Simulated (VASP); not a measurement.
Input of a VASP 6.6.1 run:

The input INCAR:

```
PREC = Accurate
ENCUT = 520
EDIFF = 1E-7
ISMEAR = 0
SIGMA = 0.02
LREAL = F
LASPH = T
NELM = 80
ALGO = Normal
ISIF = 2
LWAVE = F
LCHARG = T
GGA = PS
LELF = T
LVHAR = T
```

Contents of KPOINTS:

```
Automatic mesh
0
Gamma
  8 8 8
```

Contents of POSCAR:

```
BaS
1.0
    0.0000000000      3.2256756200      3.2256756200
    3.2256756200      0.0000000000      3.2256756200
    3.2256756200      3.2256756200      0.0000000000
Ba S
1 1
Direct
    0.0000000000      0.0000000000      0.0000000000
    0.5000000000      0.5000000000      0.5000000000
```

Potentials or basis: VASP PAW PBE potentials, release 64 (Ba_sv, S).

Run with:

```sh
$ cat potpaw_PBE.64/Ba_sv/POTCAR potpaw_PBE.64/S/POTCAR > POTCAR
$ mpirun -np 1 vasp_std > vasp.out
```

Estimate the band gap on the k mesh.

2.03 eV, indirect (least direct gap 2.19 eV).

What does it give for the pressure?

-1.7 GPa.

Caveat: the PAW data sets were made with another functional, which shifts forces and pressure a little; spin-orbit coupling is left out, which moves the levels of the heavy elements.

**Experimental background.**

A printed reference work, monograph, original work of 1988 reports, for a bulk crystal of BaS at 2 K: band gap 3.806 eV (indirect).

A measured gap of BaS is 3.806 eV (indirect; 2 K; a printed reference work, monograph, original work of 1988); the calculated 2.03 eV misses it by -1.77 eV. Spin-orbit coupling on Ba is left out. The value is that of PBEsol on a finite k mesh, which can miss the band edges, without temperature or zero-point motion. Semilocal functionals fall short of measured gaps as a rule. The cell is a database's relaxed one, not the measured one, which moves gaps too.
